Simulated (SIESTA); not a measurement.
Pt under changes of volume

One of the cells (15.815 Å³/atom); the others are scaled copies at fixed shape and fractional positions:

```xyz
2
Lattice="2.7607 0.0000 0.0000 -1.3803 2.3908 0.0000 0.0000 0.0000 4.7921" Properties=species:S:1:pos:R:3 pbc="T T T"
Pt    0.0000    1.5939    1.1980
Pt    1.3803    0.7969    3.5941
```

This isn't the form of Pt at room conditions, which is fcc.

* Program: SIESTA 5.4.2
* Functional: PBEsol
* Potentials or basis: PseudoDojo 0.4 standard (PBEsol files)
* Basis: DZP (energy shift 0.003 Ry; two zetas on semicore shells)
* Grid cutoff: 800 Ry
* Energy shift: 0.003 Ry
* k mesh: 11 × 11 × 6
* Occupations: fermi-dirac, width 0.05 eV
* Spin: no spin polarisation

```tsv
volume (Å³/atom)	energy over the lowest point (meV/atom)	pressure (GPa)
14.866	10.86	9.0
15.182	0.00	2.5
15.498	?	?
15.815	13.51	-8.7
16.131	35.42	-13.1
16.447	65.35	-16.8
16.763	102.17	-20.2
```

Q: What does the run at 15.498 Å³/atom give?

A: Energy over the lowest point 1.24 meV/atom; pressure -3.4 GPa.

Worked out: A Birch-Murnaghan fit of order 3 (a polynomial in V^(-2/3)) to the other rows has its minimum at 15.30 Å³/atom with B0 = V·E''(V) = 290 GPa and B' = 5.7 at fixed shape and positions, which overstates the stiffness. It gives 1.33 meV/atom at 15.498 Å³/atom, against the run's 1.24, and -dE/dV = -3.6 GPa, against -3.4.

Energies are extrapolated to zero smearing.

Caveats: short orbitals over semicore shells can move pressures by several GPa; the basis of atomic orbitals isn't converged, which shifts pressures, moduli and gaps.
